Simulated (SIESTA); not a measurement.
ZnSe (Stilleite):

```
Se Zn
1.0
     0.00000    2.83380    2.83380
     2.83380    0.00000    2.83380
     2.83380    2.83380    0.00000
Se Zn
1 1
Direct
  0.75000 0.75000 0.75000
  0.00000 0.00000 0.00000
```

Base run:

* Program: SIESTA 5.4.2
* Functional: PBEsol
* Potentials or basis: PseudoDojo 0.4 standard (PBEsol files)
* Basis: DZP (energy shift 0.003 Ry; two zetas on semicore shells)
* Grid cutoff: 800 Ry
* Energy shift: 0.003 Ry
* k mesh: 8 × 8 × 8
* Occupations: fermi-dirac, width 0.05 eV
* Spin: no spin polarisation

Its results: band gap on the k mesh 1.47 eV, direct; pressure -0.8 GPa.

Problem. The run is repeated on the same cell with these changes: functional from PBEsol to AM05. What comes out?

Solution. Band gap on the k mesh 1.54 eV, direct; pressure -0.5 GPa.

Caveats: short orbitals over semicore shells can move pressures by several GPa; the valence orbitals were made in a potential fitted to the semicore shell under them, which widens gaps by tenths of an eV or more; the basis of atomic orbitals isn't converged, which shifts pressures, moduli and gaps; the potentials were made for another functional, which shifts forces and pressure (some runs).
